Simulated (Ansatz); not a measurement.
# AgI (F-43m): from the cell to its phonons, part 3 of 4

Wanted: phonon frequencies of AgI (F-43m) and what follows from them.

Ansatz 0.2.0; DFT LDA, scalar-relativistic, plane waves, PAW; PAW set soft_1.

So far. Step 5 (Relaxing to small forces for the phonons, k-mesh …): The forces vanish by symmetry and the pressure is -0.002 GPa, within the tolerances set. The cell now holds 31.98 Å³/atom. Step 6 (Zone-centre response): Before it was imposed, the acoustic sum rule was missed by 3.4e-5 eV/Å² and the charge sum rule by 0.0011 e. Small misses are needed for a sound result but don't prove that mesh and cutoff are converged. The relaxed cell has a = 6.348 Å (conventional setting).

The database entry behind the starting cell differs from later determinations by our own check (about 0.3 % short), so it need not match the best structure at ambient conditions.

### Step 7. Response at finite wavevector

Stability and thermal properties need the whole zone. Linear response on a 4×4×4 q mesh gives force constants as far as a supercell of that size would, and the tensors from the zone-centre run are typed in so that the long-range dipole term is interpolated apart.

The input, input.yaml:

```yaml
crystal:
  lattice:
    - [0.0, 3.1740386825, 3.1740386825]
    - [3.1740386825, 0.0, 3.1740386825]
    - [3.1740386825, 3.1740386825, 0.0]
  atoms:
    - { symbol: Ag, position: [0.0, 0.0, 0.0] }
    - { symbol: I, position: [0.25, 0.25, 0.25] }
kpoints:
  mp_grid: { grid: [12, 12, 12] }
hamiltonian:
  xc: lda
  pseudopotentials: { kind: paw, azcp: { folder: soft_1 }, xc_functional: pbe }
scf:
  occupations: { method: fixed }
output:
  eigenvalues: true
phonons:
  method: dfpt
  qmesh: [4, 4, 4]
  temperatures: { t_max: 1000, t_step: 50 }
  qpath:
    path:
      - [[0.0, 0.0, 0.0], [-0.5, -0.5, 0.0], [-0.375, -0.375, 0.25]]
      - [[-0.375, 0.0, 0.375], [0.0, 0.0, 0.0], [0.0, 0.0, 0.5], [-0.5, -0.25, 0.25], [-0.5, -0.5, 0.0]]
    npoints: 10
  non_analytic_term:
    high_frequency_dielectric_tensor: [[5.9302, 0.0, 0.0], [0.0, 5.9302, 0.0], [0.0, 0.0, 5.9302]]
    born_effective_charges:
      - { species: Ag, tensor: [[1.1802, 0.0, 0.0], [0.0, 1.1802, 0.0], [0.0, 0.0, 1.1802]] }
      - { species: I, tensor: [[-1.1802, 0.0, 0.0], [0.0, -1.1802, 0.0], [0.0, 0.0, -1.1802]] }
    source: "zone-centre run at this cell"
```

Command:

```console
$ ansatz run input.yaml --threads 4 --pin off --max-ram 10240MiB --backend cpu --events-out ev --progress --plain --runs-dir out
```

Numbers of over 12 decimals in the logs are rounded to 6 here.

The program printed:

```text
Warning: phonons: the dynamical matrix that this run interpolates holds no multipole term above the dipole-dipole one, and a site of this crystal is no centre of inversion, so its interpolated transverse optical and acoustic branches and sound speeds can stay off near Gamma, and the density of states and the thermodynamics with them. What a run solves at a wave vector of phonons.qpoints, Gamma apart, where the deck admits one, is free of this, and under fd what a larger phonons.supercell samples
[...]
Crystal: 2 atoms, lattice volume = 63.954 Å³
Basis set: ecut = 420 eV, 1243 PW (Γ), exchange–correlation on 64×64×64 points (8 copies of the dense FFT grid, shifted against one another)
Bands: 22, of which v1, the nominal top of the filled ones, is band 18 counted from 1 (17 counted from 0)
Symmetry: 24 space group operations
k-points: 72 of 1728 (time reversal used)
[...]
SCF iter   1: F=—  HF=-14815.125714 eV  |F-HF|=—  |Δ(HF+E_count)|=         —  Δρ=4.38e-2  dr2=2.05e0  ethr=3.10e-3  ⟨swp⟩=4.8  Hψ=6113  notcnv=0  defer=133
[...]
SCF iter  10: F=-14814.437997 eV  HF=-14814.437997 eV  |F-HF|=5.46e-12  |Δ(HF+E_count)|=  1.46e-11  Δρ=5.24e-8  dr2=2.71e-12  ethr=1.00e-12  ⟨swp⟩=11.4  Hψ=10376  notcnv=0
SCF 1 converged in 10 iterations: F = -14814.437997 eV  dr2 = 2.71e-12
[...]
DFPT response loops at q = (0, 0, 0) (fractional): preconditioner auto → none (the input reference at scf.mixing.eps_inf says where Resta's filter doesn't serve); β = 0.50; Broyden in place of MSR1
[...]
SCF converged after 10 iterations
Free energy (F): -14814.437997 eV
[...]
Internal energy: -14814.437997 eV  (E = F + TS)
E sigma→0 (E₀):  -14814.437997 eV
Fermi energy:    7.561888 eV
[...]
--- Band table (eV; the first three rows and the last of 72) ---
  k-point 0: bands = [... 14 lower, 4.1369, 7.5619, 7.5619, 7.5619, 8.6204, 13.1013, 13.1013, 13.1013]
  k-point 1: bands = [... 14 lower, 4.1344, 7.1181, 7.5022, 7.5022, 9.0221, 12.9645, 13.1923, 13.1923]
  k-point 2: bands = [... 14 lower, 4.1301, 6.3757, 7.3438, 7.3438, 9.5969, 12.8435, 13.4077, 13.4077]
  k-point 71: bands = [... 14 lower, 4.3809, 4.5160, 5.0607, 5.6935, 12.3724, 12.5496, 13.7854, 14.3856]
--- Phonons (Γ-DFPT): 2 representative perturbations + reference (Σ response iterations 6) ---
  ASR residual: 1.323e-4 → 0.000e0 eV/Å²; symmetrization residual: 3.945e-5 eV/Å²
  ASR residual per site (eV/Å²): 1.32e-4 6.77e-5
  Γ frequencies (cm⁻¹): 0.00 0.00 0.00 117.51 117.51 117.51
--- Phonons (arbitrary-q DFPT): 8 irreducible q on the 4×4×4 mesh ---
  q = [0.0000, 0.0000, 0.0000] (star 1, of the zone-centre solve; hermiticity 2.66e-5, symmetrization 1.07e-11): -0.00 0.00 0.00 117.51 117.51 117.51
  q = [0.0000, 0.0000, 0.2500] (star 8, 2 solved perturbations on 936 of 1728 k-point pairs; hermiticity 4.28e-6, symmetrization 6.48e-12): 17.23 17.23 61.00 121.79 121.79 131.62
[...]
q = [0.0000, 0.2500, 0.2500] (star 6, 4 solved perturbations in 1608 linear systems a pass and spin channel, the states on 510 of 1728 k-point pairs; hermiticity 3.47e-6, symmetrization 1.34e-12): 24.66 24.66 66.07 126.21 126.21 128.63
[...]
sum rule: each row above includes the acoustic sum rule's correction from the zone centre's row sums; it moved no ω² by more than (0.58 cm⁻¹)²
  mesh force constants: q→R imaginary residual 1.96e-18; ASR residual 1.323e-4 → 0.000e0 eV/Å²; symmetrization residual 3.553e-15 eV/Å²
  interpolated dispersion: 63 rows × 6 modes
  density of states and harmonic sums: on the 20×20×20 q-mesh, interpolated from the force constants of a 4×4×4 supercell (with the dipole–dipole term of supplied tensors)
  largest difference from the sums on the solved wave vectors: F 1.29e-2 eV, S 1.69e-5 and C_V 4.01e-6 eV/K
  zero-point energy: 0.032315 eV/cell   skipped modes (ω ≤ 0): 3   left out of the sums: 6.25e-5 of the cell's modes: C_V's classical limit lies that fraction below 3 k_B per atom; for a crystal, a wire or a layer, F and S can be off by more, and a phonons.interpolated_qmesh denser along its periods is the remedy for the sampling
```

Wall time 5.5 min (4 threads of AMD EPYC 7R13 (Zen 3), shared host); peak memory 4.8 GiB.

This step gave:

```yaml
sum_rule_residual_before_enforcement: 1.32e-4 eV/Å²
lowest_frequency_on_the_path: 0 cm⁻¹
highest_frequency_on_the_path_or_at_a_solved_wavevector: 138 cm⁻¹
mean_frequency: 86.9 cm⁻¹
debye_temperature_second_moment: 182 K
logarithmic_mean_frequency: 70.3 cm⁻¹
lowest_mode_on_the_q_mesh_acoustic_modes_at_gamma_apart: 17.23 cm⁻¹
zero_point_energy_per_atom: 16.16 meV
heat_capacity_at_300_k: 24.49 J/(mol atoms K)
vibrational_entropy_at_300_k: 52.28 J/(mol atoms K)
edges_of_the_widest_gap_between_branches_on_path_and_mesh: 99.1, 116.7 cm⁻¹
```

Frequencies (cm⁻¹) solved at each irreducible wavevector; negative means imaginary. Frequencies by wavevector, by row:

```
q in reciprocal lattice units  star  mode 1  mode 2  mode 3  mode 4  mode 5  mode 6
                        0 0 0     1       0       0       0   117.5   117.5   117.5
                     0 0 0.25     8    17.2    17.2      61   121.8   121.8   131.6
                     0 0 -0.5     4    20.5    20.5    83.5   125.5   125.5   133.3
                  0 0.25 0.25     6    24.7    24.7    66.1   126.2   126.2   128.6
                  0 0.25 -0.5    24    25.8    34.9    88.2   122.8   129.8   135.7
                 0 0.25 -0.25    12      23      36    80.4     125   125.8   135.2
                  0 -0.5 -0.5     3    26.7    26.7    99.1   121.1   133.8   133.8
              0.25 -0.5 -0.25     6    34.5    34.8    96.9   116.7   134.4   137.2
```

Interpolated from a 4×4×4 q mesh, with the LO-TO term (at Γ the limit along the path; where Γ stands inside the path, tables give the limit on arrival). Phonon branches along the path, in cm⁻¹:

```
    point  branch 1  branch 2  branch 3  branch 4  branch 5  branch 6
        Γ         0         0         0       118       118       130
  halfway        25        25        66       126       126       129
        X        27        27        99       121       134       134
  halfway        26        31        98       120       133       136
        U        26        36        96       120       131       138
jump to K        26        36        96       120       131       138
  halfway        19        32        67       123       126       131
        Γ         0         0         0       118       118       130
  halfway        17        17        61       122       122       132
        L        20        20        84       126       126       133
  halfway        27        34        88       123       129       136
        W        34        35        97       117       134       137
  halfway        31        31        98       119       134       136
        X        27        27        99       121       134       134
```

The phonon branches as a text plot (rows in cm⁻¹):

```
    135 |         **************             ********************
    129 |*********       ****   *************       *****
    124 |   **** ******    *********        ************        *
    118 |***           ****       **********            ********
    112 |
    106 |
    101 |            ****                                     ***
     95 |           *    ***                            ******
     89 |         **        *                         **
     83 |        *           **                 ******
     78 |       *              *              **
     72 |
     66 |      *                *            *
     60 |                                   *
     55 |    **                  *
     49 |                                  *
     43 |   *                     **      *
     37 |                *******                       *****
     32 |  *           **       *   *               ***********
     26 |      ****************  *       *         * **        **
     20 |    **                ** **         ********
     14 | ***                    *****  *  **
      9 | *                         **   **
      3 |*                           ****
         Γ           X  U|K            Γ         L        W     X
```

Tetrahedra on a 20×20×20 mesh, mean over bins of 2 cm-1. Interpolated from a 4×4×4 q mesh. Phonon density of states against wavenumber; read off at these points:

wavenumber (cm⁻¹), phonon density of states (1/cm⁻¹/cell) and a bar:
```
      1.0      0.000 
      7.0      0.002 
     15.0      0.014 ##
     21.0      0.069 #########
     27.0      0.166 #####################
     33.0      0.101 #############
     35.0      0.128 ################
     41.0      0.002 
     47.0      0.003 
     53.0      0.004 #
     61.0      0.007 #
     67.0      0.010 #
     73.0      0.014 ##
     79.0      0.023 ###
     85.0      0.042 #####
     87.0      0.038 #####
     93.0      0.036 #####
     99.0      0.005 #
    107.0      0.000 
    113.0      0.000 
    119.0      0.069 #########
    125.0      0.238 ##############################
    133.0      0.181 #######################
    139.0      0.001
```

The partial phonon density of states has structure finer than the step of the table below, so its rows give means over 5 cm⁻¹, whole bins alone (the curve runs from -10 to 152 cm⁻¹). Peaks (cm⁻¹: height): Ag 27.7: 0.0765, 94.0: 0.0304, 124.6: 0.0732; I 26.7: 0.0552, 123.6: 0.113, 132.8: 0.102.

Phonopy on the run's constants, 15x15x15 mesh, Gaussian sigma 2.0 cm-1. Interpolated from a 4×4×4 q mesh. Table of partial phonon density of states by wavenumber; means over each step; values in 1/cm⁻¹/cell:

```
wavenumber (cm⁻¹)       Ag        I
               -5   8.2e-6   8.6e-6
                0   1.1e-4   1.3e-4
                5   7.8e-4   8.8e-4
               10  0.00263  0.00284
               15  0.00793  0.00792
               20   0.0284   0.0249
               25   0.0640   0.0489
               30   0.0694   0.0471
               35   0.0533   0.0317
               40  0.00901  0.00531
               45  0.00139  0.00129
               50  0.00166  0.00146
               55  0.00278  0.00227
               60  0.00337  0.00251
               65  0.00520  0.00353
               70  0.00748  0.00444
               75   0.0110  0.00558
               80   0.0190  0.00784
               85   0.0288  0.00957
               90   0.0292  0.00698
               95   0.0279  0.00319
              100  0.00802   3.7e-4
              105   1.3e-4   3.1e-6
              110   8.3e-6   5.4e-5
              115  0.00220  0.00862
              120   0.0293   0.0689
              125   0.0675    0.103
              130   0.0603   0.0896
              135   0.0483   0.0894
              140   0.0109   0.0214
              145   1.1e-4   2.2e-4
```

Second derivatives of the energy by pair, one row for each kind of neighbour of each atom listed. Each entry sums the pair over the periodic images of the supercell that the q mesh stands for, and in a polar crystal it holds the long-range dipole part too. Force constants by pair, by row:

```
atom  neighbour  distance (Å)  third of the trace (eV/Å²)  along the pair's line (eV/Å²)
 Ag1     itself             0                        3.21                              –
 Ag1          I         2.749                        -0.8                         -2.561
 Ag1         Ag         4.489                     -0.0039                        -0.1135
 Ag1          I         5.264                      0.0012                         0.0317
 Ag1         Ag         6.348                     -0.0032                        -0.0151
 Ag1          I         6.918                      0.0128                          0.045
  I2     itself             0                       5.217                              –
  I2         Ag         2.749                        -0.8                         -2.561
  I2          I         4.489                     -0.1699                         -0.501
  I2         Ag         5.264                      0.0012                         0.0317
  I2          I         6.348                     4.00e-4                        -0.0071
  I2         Ag         6.918                      0.0128                          0.045
```

Harmonic thermodynamic functions per atom, from the density of states. Interpolated from a 4×4×4 q mesh. Thermodynamic functions, by row:

```
T (K)  F_vib (meV/atom)  S (J/mol-atom/K)  C_V (J/mol-atom/K)
    0             16.16                 0                   0
   50             13.04             13.74               15.02
  100               2.4             26.57               21.36
  200            -34.16             42.45               23.94
  300            -83.57             52.28               24.49
  400            -141.6             59.35               24.68
  500            -206.1             64.87               24.78
  600            -275.7              69.4               24.83
  700            -349.7             73.22               24.86
  800            -427.3             76.55               24.88
  900            -508.2             79.48               24.89
 1000              -592              82.1                24.9
```

Harmonic mean-square displacement, third of the trace. Interpolated from a 4×4×4 q mesh. Mean square displacements, by row:

```
T (K)  Ag1 U_eq (Å²)  I2 U_eq (Å²)
    0        0.00322       0.00229
  100        0.01519       0.01066
  300         0.0446       0.03117
  600        0.08902       0.06218
```

Symmetry leaves 8 wavevectors to solve. The lowest mode among them, the acoustic zeros apart, lies at q = (0, 0, 0.25) and is real, 17.2 cm⁻¹.

(Continued in part 4 of 4.)

[Logs are printed without paths, hosts, clocks, repeated set-up lines and the standing remarks that a program may print on its own settings, such as how far it seeks lower states.]

[Hosts, paths, dates, database ids (printed as entryN), source tags and the programs' standing remarks are cut or masked in the printed files.]
